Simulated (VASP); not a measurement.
A run of VASP 6.6.1:

File POSCAR:

```
NiO
1.0
    0.0000000000      2.0859016414      2.0859016414
    2.0859016414      0.0000000000      2.0859016414
    2.0859016414      2.0859016414      0.0000000000
Ni O
1 1
Direct
    0.0000000000      0.0000000000      0.0000000000
    0.5000000000      0.5000000000      0.5000000000
```

The input INCAR.step1:

```
PREC = Accurate
ENCUT = 600
EDIFF = 1E-8
ISMEAR = 0
SIGMA = 0.02
LREAL = False
LASPH = True
NELM = 150
ALGO = Fast
ISIF = 3
LWAVE = False
LCHARG = False
ISPIN = 2
MAGMOM = 1 0
LORBIT = 11
LMAXMIX = 4
GGA = CA
IBRION = 2
NSW = 40
EDIFFG = -0.002
```

INCAR.step2

```
PREC = Accurate
ENCUT = 600
EDIFF = 1E-8
ISMEAR = 0
SIGMA = 0.02
LREAL = False
LASPH = True
NELM = 150
ALGO = Fast
ISIF = 3
LWAVE = False
LCHARG = False
ISPIN = 2
MAGMOM = 1 0
LORBIT = 11
LMAXMIX = 4
GGA = CA
IBRION = 6
NFREE = 2
POTIM = 0.015
NSW = 1
```

Contents of KPOINTS:

```
Automatic mesh
0
Gamma
  8 8 8
```

Potentials or basis: VASP PAW LDA potentials, release 64 (Ni, O).

Run with:

```console
$ cat potpaw_LDA.64/Ni/POTCAR potpaw_LDA.64/O/POTCAR > POTCAR
$ cp INCAR.step1 INCAR
$ mpirun -np 1 vasp_std > vasp.out
$ cp CONTCAR POSCAR
$ cp INCAR.step2 INCAR
$ mpirun -np 1 vasp_std > vasp.out
```

Hardware: 1 thread of Intel(R) Xeon(R) 6975P-C (Granite Rapids), with other jobs on the host.

Task: Estimate the wall time of this run.

Result: It took 4.7 min on 1 thread of Intel(R) Xeon(R) 6975P-C (Granite Rapids), on a shared host, peak memory 0.24 GiB. Counts: scf iterations 214, k points 29, ion steps 6.
